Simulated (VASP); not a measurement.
# CaB2 (P6/mmm) in VASP: further runs

The runs below take CaB2 through relaxation of cell and atoms, single point, with LDA, PBE, r2SCAN.

Everything below comes from runs of VASP 6.6.1. Logs are shortened: lines on timing, memory, paths and dates and some standing lists are left out, and cuts for length are marked.

### 1 The crystal as given

Symmetry: P6/mmm, No. 191, hexagonal system. Conventional cell: a = 3.226 Å, b = 3.226 Å, c = 4.067 Å, α = 90.00°, β = 90.00°, γ = 120.00°. Around Ca (site symmetry 6/mmm) lie 12 B at 2.76 Å. Around B (site symmetry -6m2) lie 3 B at 1.86 Å.

The cell comes from a database or a generator and needn't be the stable form of this composition.

### 2 Relaxation of cell and atoms, LDA, target pressure 30 GPa, at which the enthalpy is minimised

File INCAR:

```
SYSTEM = CaB2
PREC = Accurate
ENCUT = 600
EDIFF = 1E-6
ISMEAR = -1
SIGMA = 0.05
LREAL = .FALSE.
LASPH = .TRUE.
NELM = 80
ALGO = Normal
ISIF = 3
LWAVE = .FALSE.
LCHARG = .FALSE.
IBRION = 2
NSW = 60
EDIFFG = -0.005
PSTRESS = 300
```

File KPOINTS:

```
regular mesh
0
G
  9 9 7
  0 0 0
```

File POSCAR:

```
CaB2
1.0
    3.2264302843      0.0000000000      0.0000000000
   -1.6132151421      2.7941705897      0.0000000000
    0.0000000000      0.0000000000      4.0673920000
Ca B
1 2
Direct
    0.0000000000      0.0000000000      0.0000000000
    0.6666666667      0.3333333333      0.5000000000
    0.3333333333      0.6666666667      0.5000000000
```

Potentials or basis: VASP PAW LDA potentials, release 64 (Ca_sv, B).

Launch:

```
cat potpaw_LDA.64/Ca_sv/POTCAR potpaw_LDA.64/B/POTCAR > POTCAR
mpirun -np 1 vasp_std > vasp.out
```

OUTCAR:

```text
SYSTEM = CaB2
   PREC = Accurate
   ENCUT = 600
   EDIFF = 1E-6
   ISMEAR = -1
   LREAL = .FALSE.
   LASPH = .TRUE.
   NELM = 80
   ISIF = 3
   IBRION = 2
   NSW = 60
   EDIFFG = -0.005
   PSTRESS = 300

 ion  position               nearest neighbor table
   1  0.000  0.000  0.000-
   2  0.667  0.333  0.500-   3 1.86   3 1.86   3 1.86
   3  0.333  0.667  0.500-   2 1.86   2 1.86   2 1.86

  LATTYP: Found a hexagonal cell.
 ALAT       =     3.2264302843
 C/A-ratio  =     1.2606477257

  Lattice vectors:

 A1 = (   3.2264302843,   0.0000000000,   0.0000000000)
 A2 = (  -1.6132151421,   2.7941705897,   0.0000000000)
 A3 = (   0.0000000000,   0.0000000000,   4.0673920000)

Analysis of symmetry for initial positions (statically):
=====================================================================
 Subroutine PRICEL returns:
 Original cell was already a primitive cell.

 Routine SETGRP: Setting up the symmetry group for a
 hexagonal supercell.

 Subroutine GETGRP returns: Found 24 space group operations
 (whereof 24 operations were pure point group operations)
 out of a pool of 24 trial point group operations.

The static configuration has the point symmetry D_6h.

Analysis of symmetry for dynamics (positions and initial velocities):
=====================================================================
 Subroutine PRICEL returns:
 Original cell was already a primitive cell.

 Routine SETGRP: Setting up the symmetry group for a
 hexagonal supercell.

 Subroutine GETGRP returns: Found 24 space group operations
 (whereof 24 operations were pure point group operations)
 out of a pool of 24 trial point group operations.

The dynamic configuration has the point symmetry D_6h.

 Subroutine INISYM returns: Found 24 space group operations
 (whereof 24 operations are pure point group operations),
 and found     1 'primitive' translations

----------------------------------------------------------------------------------------

                                     Primitive cell

  volume of cell :      36.6683

  direct lattice vectors                    reciprocal lattice vectors
     3.226430284  0.000000000  0.000000000     0.309940061  0.178943978  0.000000000
    -1.613215142  2.794170590  0.000000000     0.000000000  0.357887956  0.000000000
     0.000000000  0.000000000  4.067392000     0.000000000  0.000000000  0.245857788

[... 103 lines left out ...]
   IMIX   =      4    mixing-type and parameters
     AMIX     =   0.40;   BMIX     =  1.00
     AMIX_MAG =   1.60;   BMIX_MAG =  1.00
  volume/ion in A,a.u.               =      12.22        82.48
  Fermi-wavevector in a.u.,A,eV,Ry     =   1.241703  2.346479 20.977823  1.541826
  Thomas-Fermi vector in A             =   2.376089
   LORBIT       =      0    0 simple, 1 ext, 2 COOP (PROOUT), +10 PAW based schemes
   GGA     = CA    functional components
   LHFCALC =     F    Hartree Fock is set to
   AEXX    =    0.0000 exact exchange contribution
   IVDW    =     0    specifies the selected vdW correction
   LEPSILON=     F    determine dielectric tensor
   LRPA    =     F    only Hartree local field effects (RPA)
 conjugate gradient relaxation of ions
 non-spin polarized calculation
  energy-cutoff  :      600.00
  volume of cell :       36.67
 maximum number of plane-waves:      1252
 NGX is ok and might be reduce to    28
   NGX = 13   NGY = 13   NGZ = 17

--------------------------------------- Ionic step        1  -------------------------------------------

 number of electron      16.0000001 magnetization

 Free energy of the ion-electron system (eV)
  ---------------------------------------------------
  ext. energy  EPLUGINS =         0.00000000
  ---------------------------------------------------
  free energy    TOTEN  =       -17.72799582 eV

  energy without entropy =      -17.71943333  energy(sigma->0) =      -17.72371457

------------------------ aborting loop because EDIFF is reached ----------------------------------------

  FORCE on cell =-STRESS in cart. coord.  units (eV):
  Direction    XX          YY          ZZ          XY          YZ          ZX
  --------------------------------------------------------------------------------------
  -------------------------------------------------------------------------------------
  Total       -1.5632423     -1.5632423     -1.3739243     -0.0000000      0.0000000      0.0000000
  in kB      -68.3039239    -68.3039239    -60.0319095     -0.0000000      0.0000000      0.0000000
  external PRESSURE =    -365.5465858 kB  Pullay stress =     300.0000000 kB
[... 221 lines left out ...]
--------------------------------------- Ionic step        7  -------------------------------------------

 number of electron      15.9999999 magnetization

 Free energy of the ion-electron system (eV)
  ---------------------------------------------------
  ext. energy  EPLUGINS =         0.00000000
  ---------------------------------------------------
  free energy    TOTEN  =       -17.33382617 eV

  energy without entropy =      -17.32568368  energy(sigma->0) =      -17.32975492

 E-fermi :   6.0552     XC(G=0): -12.0244

 val. band max:        6.0014202839   @ k =   0.4444  -0.0000   0.4286
 cond. band min:       6.0776199446   @ k =   0.1111  -0.0000   0.4286
 fundamental gap:      0.0761996607
 Fermi energy:         6.0552025761

 k-point     1 :       0.0000    0.0000    0.0000
  band No.  band energies     occupation
      1     -32.6433      2.00000
      2     -14.0607      2.00000
      3     -13.4131      2.00000
      4     -13.4131      2.00000
      5      -5.0307      2.00000
      6       4.4606      2.00000
      7       6.4526      0.00071
      8       6.4526      0.00071
      9       6.4573      0.00064
     10      12.2294      0.00000
     11      12.2294      0.00000
     12      13.1925      0.00000
[... 331 lines left out ...]
 k-point    24 :       0.3333    0.3333    0.1429
  band No.  band energies     occupation
      1     -32.3288      2.00000
      2     -14.4673      2.00000
      3     -14.4673      2.00000
      4     -13.6974      2.00000
      5       0.1153      2.00000
      6       0.1153      2.00000
      7       1.2775      2.00000
      8       5.8300      1.97812
      9       5.8300      1.97812
     10      10.8847      0.00000
     11      10.8847      0.00000
     12      13.3694      0.00000

 [... further k-points ...]

------------------------ aborting loop because EDIFF is reached ----------------------------------------

  FORCE on cell =-STRESS in cart. coord.  units (eV):
  Direction    XX          YY          ZZ          XY          YZ          ZX
  --------------------------------------------------------------------------------------
  -------------------------------------------------------------------------------------
  Total        5.5179691      5.5179691      5.5163324      0.0000000     -0.0000000      0.0000000
  in kB      299.9619887    299.9619887    299.8730116      0.0000000     -0.0000000      0.0000000
  external PRESSURE =      -0.0676704 kB  Pullay stress =     300.0000000 kB
[... 22 lines left out ...]
  energy  without entropy=      -17.3256836777  energy(sigma->0) =      -17.32975492

  enthalpy is  TOTEN    =       -11.8151577793 eV   P V=        5.5186683870

 reached required accuracy - stopping structural energy minimisation
```

CONTCAR:

```text
CaB2
   1.00000000000000
     2.9981546267114143    0.0000000000015044    0.0000000000000000
    -1.4990773133079418    2.5964780711627409   -0.0000000000000000
    -0.0000000000000000    0.0000000000000000    3.7860377472985896
  Ca              B
     1     2
Direct
     0.0000000000000000    0.0000000000000000    0.0000000000000000
     0.6666666667000030    0.3333333332999970    0.5000000000000000
     0.3333333332999970    0.6666666667000030    0.5000000000000000

  0.00000000E+00  0.00000000E+00  0.00000000E+00
  0.00000000E+00  0.00000000E+00  0.00000000E+00
  0.00000000E+00  0.00000000E+00  0.00000000E+00
```

Run time: 2.3 min. Hardware: 1 thread of Intel Xeon Platinum 8259CL at 2.50GHz (Skylake/Cascade Lake), shared host; peak memory 0.17 GiB.

What came out:

- Free energy: -17.3338 eV
- Relaxed volume: 9.82 Å³/atom
- Relaxed cell: a = 2.998 Å, b = 2.998 Å, c = 3.786 Å, α = 90.00°, β = 90.00°, γ = 120.00°
- Space group after relaxing (to 0.05 Å): P6/mmm (No. 191)
- Energy change on relaxing (the enthalpy is what falls): +131.4 meV/atom
- Ionic steps: 7
- Pressure after relaxing: 30.0 GPa
- Band gap on the k mesh: none (metal or under the smearing width)

The path:
```
step  energy change (eV)  largest force (eV/Å)  pressure (GPa)  volume (Å³)
   1              0.0000                0.0000           -6.55        36.67
   2              2.5339                0.0000           99.20        23.77
   3              0.3473                0.0000           27.96        29.73
   4              0.3883                0.0000           29.74        29.50
   5              0.4134                0.0000           30.81        29.37
   6              0.3776                0.0000           29.29        29.56
   7              0.3942                0.0000           29.99        29.47
```

Final structure:
```yaml
crystal:
  lattice:
    - [2.99815, 0.00000, 0.00000]
    - [-1.49908, 2.59648, 0.00000]
    - [0.00000, 0.00000, 3.78604]
  atoms:
    - { symbol: Ca, position: [0.00000, 0.00000, 0.00000] }
    - { symbol: B, position: [0.66667, 0.33333, 0.50000] }
    - { symbol: B, position: [0.33333, 0.66667, 0.50000] }
```

Caveat: the cell is relaxed towards a set pressure, so the enthalpy falls and the energy may rise; the volume moved by over 15 % at a fixed basis, so the end points are rough.

### 3 Single point, PBE

File INCAR:

```
  PREC = Accurate
  ENCUT = 500
  EDIFF = 1E-6
  ISMEAR = 0
  SIGMA = 0.02
  LREAL = False
  LASPH = True
  NELM = 80
  ALGO = Fast
  ISIF = 2
  LWAVE = False
  LCHARG = False
  GGA = PE
```

File KPOINTS:

```
Automatic mesh
0
Gamma
  5 5 4
```

POSCAR is that of step 2.

Potentials or basis: VASP PAW PBE potentials, release 64 (Ca_sv_GW, B_GW).

Launch:

```
cat potpaw_PBE.64/Ca_sv_GW/POTCAR potpaw_PBE.64/B_GW/POTCAR > POTCAR
mpirun -np 1 vasp_std > vasp.out
```

Wall time 10 s (1 thread of Intel Xeon Platinum 8488C (Sapphire Rapids), shared host); peak memory 0.14 GiB.

Results (log left out):

| Quantity | Value |
| --- | --- |
| Free energy | -20.7004 eV |
| Pressure | -0.8 GPa |
| Band gap on the k mesh | none (metal or under the smearing width) |

Stress tensor (GPa, compression positive):
```
-0.44  0.00  0.00
 0.00 -0.44  0.00
 0.00  0.00 -1.56
```

Levels at points of the mesh, in eV from the Fermi level:
```tsv
k point	band 4	band 5	band 6	band 7	band 8	band 9	band 10	band 11	band 12
(0.00, 0.00, 0.00)	-20.71	-10.50	-1.92	0.26	0.27	0.27	6.77	6.94	6.95
(0.00, 0.00, 0.50)	-20.70	-9.48	-4.80	0.85	0.85	3.27	4.14	4.14	7.78
```

Caveat: the k mesh is coarse (spacing up to 0.45 Å⁻¹), so the values aren't converged.

### 4 Relaxation of cell and atoms, r2SCAN

File INCAR:

```
SYSTEM = CaB2
ALGO = Normal
EDIFF = 1E-6
EDIFFG = -0.01
ENCUT = 600
IBRION = 2
ISIF = 3
ISMEAR = -1
LASPH = .True.
LCHARG = .False.
LMIXTAU = .True.
LREAL = .False.
LWAVE = .False.
METAGGA = R2SCAN
NELM = 60
NSW = 40
PREC = Accurate
SIGMA = 0.05
```

File KPOINTS:

```
k-points
0
Gamma
  9 9 7
  0 0 0
```

POSCAR is that of step 3.

Potentials or basis: VASP PAW PBE potentials, release 64 (Ca_sv, B).

Launch:

```
cat potpaw_PBE.64/Ca_sv/POTCAR potpaw_PBE.64/B/POTCAR > POTCAR
mpirun -np 1 vasp_std > vasp.out
```

Wall time 1.9 min (1 thread of AMD EPYC 9R45 (Zen 5), shared host); peak memory 0.17 GiB.

Results (log left out):

```yaml
Free_energy: -22.3118 eV
Relaxed_volume: 12.25 Å³/atom
Relaxed_cell: a = 3.224 Å, b = 3.224 Å, c = 4.082 Å, α = 90.00°, β = 90.00°, γ = 120.00°
Space_group_after_relaxing_to_0.05_Å: P6/mmm (No. 191)
Energy_gained_by_relaxing: 0.1 meV/atom
Ionic_steps: 2
Pressure_after_relaxing: -0.1 GPa
Band_gap_on_the_k_mesh: none (metal or under the smearing width)
```

Step by step:
```tsv
step	energy change (eV)	largest force (eV/Å)	pressure (GPa)	volume (Å³)
1	0.0000	0.0000	0.20	36.67
2	-0.0004	0.0000	-0.07	36.75
```

Final structure:
```
Ca B
1.0
     3.22424    0.00000    0.00000
    -1.61212    2.79227    0.00000
     0.00000    0.00000    4.08190
Ca B
1 2
Cartesian
  3.2242 0.0000 4.0819
  1.6121 0.9308 2.0409
  0.0000 1.8615 2.0409
```

Levels at points of the mesh, in eV from the Fermi level:
```tsv
k point	band 5	band 6	band 7	band 8	band 9	band 10	band 11	band 12
(0.00, 0.00, 0.00)	-11.16	-2.03	0.40	0.40	0.68	5.72	5.72	6.62
```

Caveat: the PAW data sets were made with another functional, which shifts forces and pressure a little.

### 5 The reference run

An earlier run on the cell as given: functional PBE; potentials or basis VASP PAW PBE potentials, release 64 (Ca_sv, B); cutoff 520 eV; k mesh 9 × 9 × 7; occupations fermi-dirac, width 0.05 eV; no spin polarisation.

* Pressure: -0.1 GPa
* Band gap on the k mesh: none (metal or under the smearing width)

### 6 The runs side by side

| task | level | potentials or basis | cell | k mesh | cutoff (eV) | smearing | target pressure | mesh quality | gap on the mesh (eV) | pressure (GPa) |
| --- | --- | --- | --- | --- | --- | --- | --- | --- | --- | --- |
| relaxation of cell and atoms | LDA | VASP PAW LDA potentials, release 64 (Ca_sv, B) | relaxed to 30 GPa | 9 × 9 × 7 | 600 | fermi-dirac 0.05 eV | 30 GPa | not flagged | none | 30.0 |
| single point | PBE | VASP PAW PBE potentials, release 64 (Ca_sv_GW, B_GW) | as given | 5 × 5 × 4 | 500 | gaussian 0.02 eV | - | coarse | none | -0.8 |
| relaxation of cell and atoms | r2SCAN | VASP PAW PBE potentials, release 64 (Ca_sv, B) | relaxed | 9 × 9 × 7 | 600 | fermi-dirac 0.05 eV | - | not flagged | none | -0.1 |
| single point | PBE | VASP PAW PBE potentials, release 64 (Ca_sv, B) | as given | 9 × 9 × 7 | 520 | fermi-dirac 0.05 eV | - | not flagged | none | -0.1 |

Alike in all rows: no spin polarisation.

Caveats: some runs use coarse meshes; the cell is relaxed towards a set pressure, so the enthalpy falls and the energy may rise (some runs); the volume moved by over 15 % at a fixed basis, so the end points are rough (some runs); the PAW data sets were made with another functional, which shifts forces and pressure a little (some runs).

Absolute energies hang on the potentials; compare differences alone.
